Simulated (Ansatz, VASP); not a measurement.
# Two plane-wave programs on SnTe

File INCAR:

```
SYSTEM = SnTe
PREC = Accurate
ENCUT = 520
EDIFF = 1E-6
ISMEAR = 0
SIGMA = 0.03
LREAL = .False.
LASPH = .True.
NELM = 100
ALGO = Fast
ISIF = 2
LWAVE = .False.
LCHARG = .True.
GGA = PE
LELF = .True.
LVHAR = .True.
NBANDS = 17
```

KPOINTS

```
Automatic mesh
0
Gamma
  10 10 10
  0 0 0
```

POSCAR

```
SnTe
1.0
    0.0000000000      2.8122633722      3.9765404083
    2.8122633722      0.0000000000      3.9765404083
    2.8122633722      2.8122633722      0.0000000000
Sn Te
1 1
Direct
    0.0000000000      0.0000000000      0.0000000000
    0.5000000000      0.5000000000      0.5000000000
```

Input for Ansatz:

```yaml
crystal:
  lattice:
    - [0.0, 2.8122633722, 3.9765404083]
    - [2.8122633722, 0.0, 3.9765404083]
    - [2.8122633722, 2.8122633722, 0.0]
  atoms:
    - { symbol: Sn, position: [0.0, 0.0, 0.0] }
    - { symbol: Te, position: [0.5, 0.5, 0.5] }
basis:
  ecutwfc: 420
kpoints:
  mp_grid: { grid: [10, 10, 10] }
hamiltonian:
  xc: pbe
scf:
  occupations: { method: gaussian, width: 0.03 }
output:
  forces: true
  stress: true
  eigenvalues: true
```

Alike in both runs: task single point; functional PBE; k mesh 10 × 10 × 10; occupations gaussian, width 0.03 eV; no spin polarisation.

```csv
,VASP,Ansatz
version,VASP 6.6.1,Ansatz 0.2.0
potentials or method,"VASP PAW PBE potentials, release 64 (Sn_d, Te)","scalar-relativistic, plane waves, PAW"
plane-wave cutoff (eV),520,420
valence electrons in the cell,20,30
```

```tsv
	VASP	Ansatz	Ansatz less VASP
gap on the k mesh at the Fermi level (eV)	none	none	-
pressure (GPa)	12.1	12.1	+0.01
largest component of the traceless stress (GPa)	14.24	14.22	-0.014
```

A gap of «none» marks a metal or a gap that the smearing closes. The functional is the same, so the differences come from potentials, cutoffs and numerics. The two sets of potentials don't hold the same shells in valence.

Spin-orbit coupling is left out, which matters for the levels of Te.
